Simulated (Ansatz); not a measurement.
WS2, a slab with vacuum:

```
W S
1.0
     3.18352    0.00000    0.00000
    -1.59176    2.75701    0.00000
     0.00000    0.00000   16.95058
W S
1 2
Cartesian
  0.0000 0.0000 0.0000
  0.0000 1.8380 1.5595
  0.0000 1.8380 15.3911
```

Base run:

- Program: Ansatz 0.2.0
- Functional: PBEsol
- Potentials or basis: all-electron LAPW, scalar-relativistic
- Cutoff: 259 eV (chosen from the basis error)
- Basis error allowed: 0.002 eV/atom
- k mesh: 10 × 10 × 2
- Occupations: fermi-dirac, width 0.05 eV
- Spin: no spin polarisation
- Hubbard terms: W d U = 6 eV

Its results: band gap on the k mesh 1.77 eV, direct; largest force 0.096 eV/Å.

Question: The run is repeated on the same cell with these changes: hubbard terms from W d U = 6 eV to none. What comes out?

Answer: Band gap on the k mesh 1.99 eV, indirect (least direct gap 2.15 eV); largest force 0.124 eV/Å.

Caveats: spin-orbit coupling is left out, which moves the levels of the heavy elements; the density of states is complete only up to the lowest level of the last band computed; U is the effective U less J, on atomic orbitals that reach past the spheres (some runs).

A k mesh can miss the band edges.
